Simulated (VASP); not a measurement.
# Sb (Im-3m) in VASP: a series of runs

Runs on Sb. Level: PBE. Tasks: single point.

Everything below comes from runs of VASP 6.6.1. Logs are shortened: lines on timing, memory, paths and dates and some standing lists are left out, and cuts for length are marked.

## Step 1: The crystal as given

The structure is cubic, space group Im-3m (No. 229). The conventional cell has a = 3.743 Å, b = 3.743 Å, c = 3.743 Å, α = 90.00°, β = 90.00°, γ = 90.00°. Sb (site symmetry m-3m) has 8 Sb at 3.24 Å as nearest neighbours.

This isn't the form of Sb at room conditions, which is rhombohedral.

## Step 2: Single point, PBE

INCAR

```
SYSTEM = Sb
PREC = Accurate
ENCUT = 550
EDIFF = 1E-6
ISMEAR = 0
SIGMA = 0.05
LREAL = .False.
LASPH = .True.
NELM = 100
ALGO = Normal
ISIF = 2
LWAVE = .False.
LCHARG = .False.
GGA = PE
ADDGRID = .False.
```

KPOINTS

```
Automatic mesh
0
Gamma
  4 4 4
  0 0 0
```

POSCAR

```
Sb
1.0
   -1.8488020000      1.8498240000      1.9110830000
    1.8778730000     -1.8297390000      1.9200690000
    1.8451380000      1.8260750000     -1.8909980000
Sb
1
Direct
   -0.0010080000      0.0132760000      0.0062290000
```

Potentials or basis: VASP PAW PBE potentials, release 64 (Sb).

On the command line:

```
> cat potpaw_PBE.64/Sb/POTCAR > POTCAR
> mpirun -np 1 vasp_std > vasp.out
```

OUTCAR:

```text
SYSTEM = Sb
   PREC = Accurate
   ENCUT = 550
   EDIFF = 1E-6
   ISMEAR = 0
   LREAL = .False.
   LASPH = .True.
   NELM = 100
   ISIF = 2
   GGA = PE

 Found     36 irreducible k-points:

 Following reciprocal coordinates:
            Coordinates               Weight
  0.000000  0.000000  0.000000      1.000000
  0.250000 -0.000000  0.000000      2.000000
  0.500000 -0.000000  0.000000      1.000000
  0.000000  0.250000  0.000000      2.000000
  0.250000  0.250000  0.000000      2.000000
  0.500000  0.250000  0.000000      2.000000
   k-points           NKPTS =     36   k-points in BZ     NKDIM =     36   number of bands    NBANDS=      6
   number of dos      NEDOS =    301   number of ions     NIONS =      1
   total plane-waves  NPLWV =  21952
   dimension x,y,z NGX =    28 NGY =   28 NGZ =   28
   dimension x,y,z NGXF=    56 NGYF=   56 NGZF=   56
   ions per type =               1
   NGX,Y,Z   is equivalent  to a cutoff of  14.37, 14.32, 14.49 a.u.
   NGXF,Y,Z  is equivalent  to a cutoff of  28.74, 28.65, 28.99 a.u.
 SYSTEM =  Sb
   PREC   = accura    normal or accurate (medium, high low for compatibility)
   ISTART =      0    job   : 0-new  1-cont  2-samecut
   ICHARG =      2    charge: 1-file 2-atom 10-const
   ISPIN  =      1    spin polarized calculation?
   LNONCOLLINEAR =      F non collinear calculations
   LSORBIT =      F    spin-orbit coupling
   LASPH  =      T    aspherical Exc in radial PAW
   ENCUT  =  550.0 eV  40.42 Ry    6.36 a.u.   6.19  6.21  6.14*2*pi/ulx,y,z
   NELM   =    100;   NELMIN=  2; NELMDL= -5     # of ELM steps
   EDIFF  = 0.1E-05   stopping-criterion for ELM
   LREAL  =      F    real-space projection
   EDIFFG = 0.1E-04   stopping-criterion for IOM
   NSW    =      0    number of steps for IOM
   IBRION =     -1    ionic relax: 0-MD 1-quasi-New 2-CG
   NFREE  =      0    steps in history (QN), initial steepest desc. (CG)
   ISIF   =      2    stress and relaxation
   ISYM   =      2    0-nonsym 1-usesym 2-fastsym
   POTIM  = 0.5000    time-step for ionic-motion
   TEBEG  =    0.0;   TEEND  =   0.0 temperature during run
   PSTRESS=    0.0 pullay stress
   NELECT =       5.0000    total number of electrons
   NUPDOWN=      -1.0000    fix difference up-down
   EMIN   =  10.00;   EMAX   =-10.00  energy-range for DOS
   EFERMI =   0.00;   METHOD = LEGACY
   ISMEAR =     0;   SIGMA  =   0.05  broadening in eV -4-tet -1-fermi 0-gaus
   EFERMI_NEDOS =   21; number of points for ismear=-14 and -15
   IALGO  =     38    algorithm
   IMIX   =      4    mixing-type and parameters
     AMIX     =   0.40;   BMIX     =  1.00
     AMIX_MAG =   1.60;   BMIX_MAG =  1.00
  volume/ion in A,a.u.               =      26.21       176.89
  Fermi-wavevector in a.u.,A,eV,Ry     =   0.942378  1.780837 12.083020  0.888077
  Thomas-Fermi vector in A             =   2.069982
   LORBIT       =      0    0 simple, 1 ext, 2 COOP (PROOUT), +10 PAW based schemes
   GGA     = PE    functional components
   LHFCALC =     F    Hartree Fock is set to
   AEXX    =    0.0000 exact exchange contribution
   IVDW    =     0    specifies the selected vdW correction
   LEPSILON=     F    determine dielectric tensor
   LRPA    =     F    only Hartree local field effects (RPA)
 non-spin polarized calculation
 Gauss-broadening in eV      SIGMA  =   0.05
  energy-cutoff  :      550.00
  volume of cell :       26.21
 maximum number of plane-waves:       776
 NGX is ok and might be reduce to    28
   NGX = 13   NGY = 13   NGZ = 13

 number of electron       5.0000000 magnetization

 Free energy of the ion-electron system (eV)
  ---------------------------------------------------
  ext. energy  EPLUGINS =         0.00000000
  ---------------------------------------------------
  free energy    TOTEN  =        -3.81379735 eV

  energy without entropy =       -3.81203869  energy(sigma->0) =       -3.81291802

 E-fermi :   8.5873     XC(G=0): -10.3536

 val. band max:        8.5231020219   @ k =   0.0000  -0.2500   0.2500
 cond. band min:       8.6054360079   @ k =  -0.2500   0.2500   0.0000
 fundamental gap:      0.0823339860
 Fermi energy:         8.5873338663

 k-point     1 :       0.0000    0.0000    0.0000
  band No.  band energies     occupation
      1      -4.2649      2.00000
      2      14.2605      0.00000
      3      14.5142      0.00000
      4      14.6550      0.00000
      5      19.1056      0.00000
      6      19.3358      0.00000

 k-point     2 :       0.2500   -0.0000    0.0000
  band No.  band energies     occupation
      1      -2.9602      2.00000
      2       8.3269      2.00000
      3      12.0783      0.00000
      4      13.6059      0.00000
      5      16.5143      0.00000
      6      16.9317      0.00000

 k-point     3 :       0.5000   -0.0000    0.0000
  band No.  band energies     occupation
      1      -0.1791      2.00000
      2       3.0161      2.00000
      3      10.6693      0.00000
      4      12.7544      0.00000
      5      15.4089      0.00000
      6      15.9119      0.00000

 k-point     4 :       0.0000    0.2500    0.0000
  band No.  band energies     occupation
      1      -2.9871      2.00000
      2       8.1809      2.00000
      3      12.2476      0.00000
      4      13.7539      0.00000
      5      16.6888      0.00000
      6      17.0905      0.00000

 k-point     5 :       0.2500    0.2500    0.0000
  band No.  band energies     occupation
      1      -0.6704      2.00000
      2       5.3312      2.00000
      3       7.1135      2.00000
      4      11.9170      0.00000
      5      17.7390      0.00000
      6      18.9487      0.00000

 k-point     6 :       0.5000    0.2500    0.0000
  band No.  band energies     occupation
      1      -0.4621      2.00000
      2       5.0978      2.00000
      3       7.1934      2.00000
      4      11.6697      0.00000
      5      17.2455      0.00000
      6      18.6718      0.00000

 [... further k-points ...]

------------------------ aborting loop because EDIFF is reached ----------------------------------------

  FORCE on cell =-STRESS in cart. coord.  units (eV):
  Direction    XX          YY          ZZ          XY          YZ          ZX
  --------------------------------------------------------------------------------------
  -------------------------------------------------------------------------------------
  Total       -0.0386117      0.2958182     -0.2795151     -0.1051335     -0.1489746     -0.2655935
  in kB       -2.3599910     18.0807675    -17.0842997     -6.4258854     -9.1055094    -16.2333980
  external PRESSURE =      -0.4545077 kB  Pullay stress =       0.0000000 kB

 VOLUME and BASIS-vectors are now :
 -----------------------------------------------------------------------------
  energy-cutoff  :      550.00
  volume of cell :       26.21
      direct lattice vectors                 reciprocal lattice vectors
    -1.848802000  1.849824000  1.911083000    -0.001760844  0.270622024  0.259612708
     1.877873000 -1.829739000  1.920069000     0.266576263 -0.001149462  0.259001326
     1.845138000  1.826075000 -1.890998000     0.268894891  0.272329269 -0.003468089

 POSITION                                       TOTAL-FORCE (eV/Angst)
 -----------------------------------------------------------------------------------
     -1.81051      1.83504      1.92287        -0.000000      0.000000      0.000000
 -----------------------------------------------------------------------------------
    total drift:                                0.000000     -0.000000     -0.000000

  FREE ENERGIE OF THE ION-ELECTRON SYSTEM (eV)
  ---------------------------------------------------
  free  energy   TOTEN  =        -3.8137973496 eV

  energy  without entropy=       -3.8120386947  energy(sigma->0) =       -3.81291802
```

Wall time 11 s (1 thread of AMD EPYC 7R43 (Zen 3), shared host); peak memory 0.12 GiB.

These settings aren't checked as converged: the numbers below hold their error.

What came out:

```
Free energy            : -3.8138 eV
Pressure               : 0.0 GPa
Band gap on the k mesh : none (metal or under the smearing width)
```

Caveat: the k mesh is coarse (spacing up to 0.60 Å⁻¹), so the values aren't converged.

## Step 3: Single point, PBE

Changes to INCAR since step 2:

```diff
@@ -2,3 +2,3 @@
 PREC = Accurate
-ENCUT = 550
+ENCUT = 250
 EDIFF = 1E-6
```

KPOINTS

```
Automatic mesh
0
Gamma
  6 6 6
  0 0 0
```

POSCAR

```
Sb
1.0
   -1.8713408863      1.8713408863      1.8713408863
    1.8713408863     -1.8713408863      1.8713408863
    1.8713408863      1.8713408863     -1.8713408863
Sb
1
Direct
    0.0000000000      0.0000000000      0.0000000000
```

Potentials or basis: VASP PAW PBE potentials, release 64 (Sb).

On the command line:

```
> cat potpaw_PBE.64/Sb/POTCAR > POTCAR
> mpirun -np 1 vasp_std > vasp.out
```

It took 3.7 s on 1 thread of AMD EPYC 7R43 (Zen 3), shared host; peak memory 0.08 GiB.

The run converged, but some of its settings lie outside the range that counts as converged, so its numbers aren't taken as properties of the crystal.

Results:

- Free energy: -3.8363 eV
- Pressure: 3.3 GPa
- Band gap on the k mesh: none (metal or under the smearing width)

Caveat: the k mesh is coarse (spacing up to 0.40 Å⁻¹), so the values aren't converged.

## Step 4: Single point, PBE

INCAR is that of step 3.

KPOINTS is that of step 3.

POSCAR

```
Sb
1.0
   -1.8488020000      1.8498240000      1.9110830000
    1.8778730000     -1.8297390000      1.9200690000
    1.8451380000      1.8260750000     -1.8909980000
Sb
1
Direct
   -0.0010080000      0.0132760000      0.0062290000
```

On the command line:

```
> cat potpaw_PBE.64/Sb/POTCAR > POTCAR
> mpirun -np 1 vasp_std > vasp.out
```

Run time: 7.6 s. Hardware: 1 thread of AMD EPYC 7R43 (Zen 3), shared host; peak memory 0.08 GiB.

These settings aren't checked as converged: the numbers below hold their error.

What came out:

```yaml
Free_energy: -3.8404 eV
Pressure: 3.8 GPa
Band_gap_on_the_k_mesh: none (metal or under the smearing width)
```

Caveat: the k mesh is coarse (spacing up to 0.40 Å⁻¹), so the values aren't converged.

## Step 5: The reference run

An earlier run on the cell as given: functional PBE; potentials or basis VASP PAW PBE potentials, release 64 (Sb); cutoff 520 eV; k mesh 10 × 10 × 10; occupations fermi-dirac, width 0.05 eV; no spin polarisation.

- Pressure: 3.0 GPa
- Band gap on the k mesh: none (metal or under the smearing width)
